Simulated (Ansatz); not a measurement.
# CuO (Pm-3m) in Ansatz: reference runs

Reference runs on CuO: the cell as given and a disturbed copy.

All numbers are computed with Ansatz 0.2.0; they aren't measurements. Logs are shortened: lines on timing, memory, paths and dates and some standing lists are left out, and cuts for length are marked.

**1. The structure**

It takes space group Pm-3m (No. 221, cubic). Conventional cell: a = 2.553 Å, b = 2.553 Å, c = 2.553 Å, α = 90.00°, β = 90.00°, γ = 90.00°. Cu (site symmetry m-3m) is surrounded by 8 O at 2.21 Å. O (site symmetry m-3m) has 8 Cu at 2.21 Å as nearest neighbours.

Measurements of this composition are mostly on another form, of space group No. 15.

**2. Single point, PBE**

Input file input.yaml:

```yaml
crystal:
  lattice:
    - [2.55255061, 0.0, 0.0]
    - [0.0, 2.55255061, 0.0]
    - [0.0, 0.0, 2.55255061]
  atoms:
    - { symbol: Cu, position: [0.0, 0.0, 0.0] }
    - { symbol: O, position: [0.5, 0.5, 0.5] }
hamiltonian:
  xc: pbe
  pseudopotentials: { kind: paw }
kpoints:
  mp_grid: { grid: [10, 10, 10] }
scf:
  occupations: { method: fermi_dirac, width: 0.05 }
output:
  forces: true
  stress: true
  eigenvalues: true
```

Potentials or basis: Ansatz PAW.

Started as:

```bash
ansatz run input.yaml --threads 2 --pin off --max-ram 5632MiB --backend cpu --events-out ev --progress --plain --runs-dir out
```

Log:

```text
Warning: RAYON_NUM_THREADS=2 ignored (pool sized by the plan → 2); use --threads N
Engine: ansatz 0.2.0, x86_64-unknown-linux-gnu
Pseudopotentials: kind: paw
Pseudopotential: Cu, paw, valence charge 19, recommended cutoff 420 eV (normal), Cu.paw.azcp
Pseudopotential: O, paw, valence charge 6, recommended cutoff 420 eV (normal), O.paw.azcp
Functional definition: PBE
  parameter kappa = 0.804
  parameter beta = 0.06672455060314922
  exchange = pbe_x(kappa = kappa, mu = beta*pi^2/3)
  correlation = pbe_c(beta = beta)
Crystal: 2 atoms, lattice volume = 16.631 Å³
Basis set: ecut = 420 eV, 341 PW (Γ), exchange–correlation on 36×36×36 points (8 copies of the dense FFT grid, shifted against one another)
Bands: 17, of which v1, the nominal top of the filled ones, is band 13 counted from 1 (12 counted from 0)
Symmetry: 48 space group operations
Space group: Pm-3m (ITA 221), of the structure as read, at distance tolerance 2.6e-5 Å
k-points: 56 of 1000
Non-local potential: Cu, projectors of the file, l = 0: 3, l = 1: 2, l = 2: 3, l = 3: 1
Non-local potential: O, projectors of the file, l = 0: 2, l = 1: 2, l = 2: 1
PAW form: soft (Blöchl's): semilocal exchange-correlation on the pseudo side does not see the compensation charge
PAW one-centre angular grid: Cu, 590 points (default); XC on 64 Gauss nodes
PAW one-centre angular grid: O, 110 points (default); XC on 64 Gauss nodes
Initial density: superposition of atomic densities (neutral atoms: chi_scale 0, normalization atom), corrected by the library's trained network
Initial wavefunctions: pseudopotential atomic-orbital guess
Functional: x = pbe(κ = 0.804, μ = 0.2195149727645171), c = pbe(β = 0.06672455060314922)
SCF iter   1: F=—  HF=-7189.905788 eV  |F-HF|=—  |Δ(HF+E_count)|=         —  Δρ=8.92e-3  dr2=1.02e-2  ethr=1.77e-3  ⟨swp⟩=5.2  Hψ=4058  notcnv=0
preconditioner: auto → none  [metal: Δε(μ)=0.032 eV  Ē_g=15.870 eV  σ=0.050 eV  W_gap=0.16  n_scr=6 (ndim 8)  ℏωp=37.5 eV  f_vac=0.000  D(μ)=2.75/eV (n_scr^D=32)  sad-step TF]
SCF iter   2: F=—  HF=-7189.905449 eV  |F-HF|=—  |Δ(HF+E_count)|=   3.39e-4  Δρ=5.22e-3  dr2=4.34e-3  ethr=4.08e-5  ⟨swp⟩=1.0  Hψ=1400  notcnv=0
SCF iter   3: F=—  HF=-7189.905035 eV  |F-HF|=—  |Δ(HF+E_count)|=   4.14e-4  Δρ=2.14e-3  dr2=4.50e-4  ethr=1.74e-5  ⟨swp⟩=1.0  Hψ=959  notcnv=0
SCF iter   4: F=—  HF=-7189.904898 eV  |F-HF|=—  |Δ(HF+E_count)|=   1.38e-4  Δρ=2.32e-4  dr2=2.04e-6  ethr=1.80e-6  ⟨swp⟩=2.1  Hψ=1343  notcnv=0
SCF iter   5: F=—  HF=-7189.904825 eV  |F-HF|=—  |Δ(HF+E_count)|=   7.31e-5  Δρ=4.88e-5  dr2=1.87e-7  ethr=8.15e-9  ⟨swp⟩=2.0  Hψ=1653  notcnv=0
SCF iter   6: F=-7189.904825 eV  HF=-7189.904825 eV  |F-HF|=9.44e-10  |Δ(HF+E_count)|=   2.58e-8  Δρ=4.30e-6  dr2=1.73e-9  ethr=4.00e-10  ⟨swp⟩=5.0  Hψ=4175  notcnv=0
SCF 1 converged in 6 iterations: F = -7189.904825 eV  dr2 = 1.73e-9
SCF converged after 6 iterations
Free energy (F): -7189.904825 eV
Harris-Foulkes:  -7189.904825 eV  (|F-HF|=9.44e-10)
Internal energy: -7189.882529 eV  (E = F + TS)
E sigma→0 (E₀):  -7189.893677 eV
Entropy (-TS):   -0.022295 eV (-11.148 meV/atom)
Fermi energy:    15.627699 eV
--- Per-component energies (eV) ---
  E_band       = -334.712923
  E_kinetic    = 473.281165
  E_local      = -4306.431696  (includes V_loc(G=0)·N_el)
  E_nonlocal   = 444.973009
  E_hartree    = 1877.697632
  E_xc         = -162.350700
  E_vxc        = -208.526388  (∫ρ·V_xc dr)
  E_paw        = -1824.137872  (= ΣΔE_a)
  E_vpaw       = -493.406291  (= ΣTr[D̂ρ^β])
  E_aug_tail   = 0.002769  (compensation charges beyond the density's cutoff)
  E_ewald      = -3692.916837
  E_smearing   = -0.022295  (= −TS)
  E_closure    = -0.000000  (closes the sum)
  Σ components = -7189.904825   (vs F -7189.904825, Δ=0.00e0)
--- Forces (eV/Å), atoms counted from 1 ---
  atom   1  Cu    -0.00000000     0.00000000    -0.00000000
  atom   2  O      0.00000000     0.00000000     0.00000000
  max |Σ_I F_I| component: 1.88e-29 eV/Å
--- Stress (GPa, compression-positive) ---
       20.823021       0.000000       0.000000
       -0.000000      20.823021       0.000000
        0.000000      -0.000000      20.823021
  P = ⅓ Tr σ = 20.8230 GPa (208.230 kbar)
--- Band table (eV; the first three rows and the last of 56) ---
  k-point 0: bands = ["-96.6734", "-54.0346", "-54.0346", "-54.0346", "-4.5317", "11.9406", "11.9406", "13.4996", "13.4996", "13.4996", "13.8995", "13.8995", "13.8995", "16.8554", "31.7876", "31.7876", "36.4905"]
  k-point 1: bands = ["-96.6728", "-54.0402", "-54.0341", "-54.0341", "-4.4150", "11.5622", "11.9698", "13.0673", "13.0673", "13.1393", "13.9061", "14.3760", "14.3760", "17.5947", "31.1347", "31.8829", "36.3002"]
  k-point 2: bands = ["-96.6717", "-54.0549", "-54.0329", "-54.0329", "-4.0901", "10.1887", "12.0469", "12.5641", "12.5641", "13.2635", "13.9234", "14.9980", "14.9980", "18.9001", "29.5452", "32.1653", "35.7375"]
  k-point 55: bands = ["-96.6591", "-54.0817", "-54.0817", "-54.0817", "-1.1114", "8.9795", "8.9795", "8.9795", "14.4327", "14.4327", "16.0069", "16.0069", "16.0069", "22.6944", "22.6944", "22.6944", "29.9197"]
```

It took 1.6 s on 2 threads of AMD EPYC (Zen 3), shared host; peak memory 0.3 GiB.

What came out:

```
Free energy            : -7189.9048 eV
Pressure               : 20.8 GPa
Band gap on the k mesh : none (metal or under the smearing width)
```

Levels at points of the mesh, in eV from the Fermi level:
| k point | band 11 | band 12 | band 13 | band 14 | band 15 | band 16 |
| --- | --- | --- | --- | --- | --- | --- |
| (0.00, 0.00, 0.00) | -1.73 | -1.73 | -1.73 | 1.23 | 16.16 | 16.16 |
| (0.00, 0.00, -0.50) | -1.21 | 0.46 | 0.46 | 6.92 | 8.65 | 17.79 |
| (0.00, -0.50, -0.50) | -2.25 | -1.23 | -1.07 | 5.56 | 12.05 | 12.05 |
| (-0.50, -0.50, -0.50) | 0.38 | 0.38 | 0.38 | 7.07 | 7.07 | 7.07 |

Caveat: so large a pressure means that the cell lies far from this level's equilibrium, or that cutoff or potentials fall short; the pressure holds a Pulay correction of +0.8 GPa for the finite cutoff; an odd number of electrons without spin polarisation forces a metal; a magnetic or distorted state may lie lower; the run has no spin polarisation, though such a crystal can be magnetic; semilocal functionals often make such compounds metallic where correlation or magnetic order opens a gap, which also shifts bond lengths. With open d or f shells a metallic result of PBE can be an artefact of self-interaction; +U or a hybrid may open a gap.

**3. Single point, PBE (atoms moved at random, drawn with an rms of 0.05 Å)**

Changes to input.yaml since step 2:

```diff
@@ -6,4 +6,4 @@
   atoms:
-    - { symbol: Cu, position: [0.0, 0.0, 0.0] }
-    - { symbol: O, position: [0.5, 0.5, 0.5] }
+    - { symbol: Cu, position: [0.012894, 0.002747, -0.003667] }
+    - { symbol: O, position: [0.483761, 0.502269, 0.500364] }
 hamiltonian:
@@ -19 +19,5 @@
   eigenvalues: true
+  write_density: true
+  write_potential: true
+  elf: true
+  volumetric_format: npy
```

Potentials or basis: Ansatz PAW.

Started as:

```bash
ansatz run input.yaml --threads 2 --pin off --max-ram 5632MiB --backend cpu --events-out ev --progress --plain --runs-dir out
```

Run time: 17 s. Hardware: 2 threads of AMD EPYC (Zen 3), shared host; peak memory 0.47 GiB.

Results (log left out):

```
Free energy            : -7189.8978 eV
Pressure               : 21.4 GPa
Largest force          : 0.182 eV/Å
Band gap on the k mesh : none (metal or under the smearing width)
```

Forces on the atoms (eV/Å):
```
Cu  -0.180 -0.003  0.027
O    0.180  0.003 -0.027
```

Stress tensor (GPa, compression positive):
```
21.23  0.00 -0.04
 0.00 21.44  0.00
-0.04  0.00 21.44
```

Levels at points of the mesh, in eV from the Fermi level:
```tsv
k point	band 11	band 12	band 13	band 14	band 15	band 16
(0.00, 0.00, 0.00)	-1.74	-1.65	-1.65	1.22	16.05	16.15
(0.00, 0.00, -0.50)	-1.22	0.41	0.47	6.94	8.62	17.82
(0.00, -0.50, 0.00)	-1.22	0.41	0.46	6.94	8.62	17.82
(0.00, -0.50, -0.50)	-2.25	-1.24	-0.99	5.55	12.07	12.07
(-0.50, 0.00, 0.00)	-1.20	0.44	0.45	6.91	8.65	17.79
(-0.50, 0.00, -0.50)	-2.25	-1.23	-0.99	5.52	12.06	12.10
(-0.50, -0.50, 0.00)	-2.25	-1.23	-0.99	5.52	12.06	12.10
(-0.50, -0.50, -0.50)	0.35	0.35	0.37	7.07	7.11	7.11
```

Caveat: the pressure holds a Pulay correction of +0.9 GPa for the finite cutoff; an odd number of electrons without spin polarisation forces a metal; a magnetic or distorted state may lie lower; the run has no spin polarisation, though such a crystal can be magnetic; semilocal functionals often make such compounds metallic where correlation or magnetic order opens a gap, which also shifts bond lengths.
